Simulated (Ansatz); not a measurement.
Start of a relaxation, Si put at a hollow Si-Si site (TiSi2, Cmcm (No. 63), (0 1 0) face):

```yaml
crystal:
  lattice:
    - [3.51705, 0.00000, 0.00000]
    - [0.00000, 3.55562, 0.00000]
    - [0.00000, 0.00000, 30.38289]
  atoms:
    - { symbol: Si, position: [0.00000, 0.25000, 0.27976] }
    - { symbol: Si, position: [0.50000, 0.75000, 0.28001] }
    - { symbol: Ti, position: [0.50000, 0.25000, 0.34470] }
    - { symbol: Si, position: [0.00000, 0.75000, 0.36337] }
    - { symbol: Si, position: [0.00000, 0.25000, 0.41607] }
    - { symbol: Ti, position: [0.50000, 0.75000, 0.43474] }
    - { symbol: Si, position: [0.50000, 0.25000, 0.49987] }
    - { symbol: Si, position: [0.00000, 0.75000, 0.50034] }
    - { symbol: Ti, position: [0.00000, 0.25000, 0.56460] }
    - { symbol: Si, position: [0.50000, 0.75000, 0.58680] }
    - { symbol: Si, position: [0.50000, 0.25000, 0.64493] }
    - { symbol: Ti, position: [0.00000, 0.75000, 0.64978] }
    - { symbol: Si, position: [0.00000, 0.25000, 0.71758] }
```

All numbers below come from Ansatz, DFT PBEsol, scalar-relativistic, plane waves, PAW. Settings: cutoff 420 eV, Γ-centred mesh 8×8×1 on the computed 13-atom cell, Gaussian smearing of 0.10 eV; no spin polarisation. The cell repeats along c with a dipole correction in the vacuum.

Atoms 1, 2, 3, 4, 5, 6 (counted from 1) are held. The cell is fixed. Force threshold 0.03 eV/Å.

**Question.** Where does it end?

**Answer.** The energy falls by 0.249 eV in 6 steps, to:

```
CELL_PARAMETERS angstrom
3.51705 0.00000 0.00000
0.00000 3.55562 0.00000
0.00000 0.00000 30.38289
ATOMIC_POSITIONS crystal
Si 0.00000 0.25000 0.27976
Si 0.50000 0.75000 0.28001
Ti 0.50000 0.25000 0.34470
Si 0.00000 0.75000 0.36337
Si 0.00000 0.25000 0.41607
Ti 0.50000 0.75000 0.43474
Si 0.50000 0.25000 0.50000
Si 0.00000 0.75000 0.50022
Ti 0.00000 0.25000 0.56438
Si 0.50000 0.75000 0.58681
Si 0.50000 0.25000 0.64543
Ti 0.00000 0.75000 0.65004
Si 0.00000 0.25000 0.70715
```

The end is the local minimum or symmetric point that this start leads to.

The reference crystal is a form of TiSi2, which isn't its usual structure.

Cost: 1 run of about 4.5 core-minutes, on Intel Xeon Platinum 8375C (Ice Lake) (shared hosts).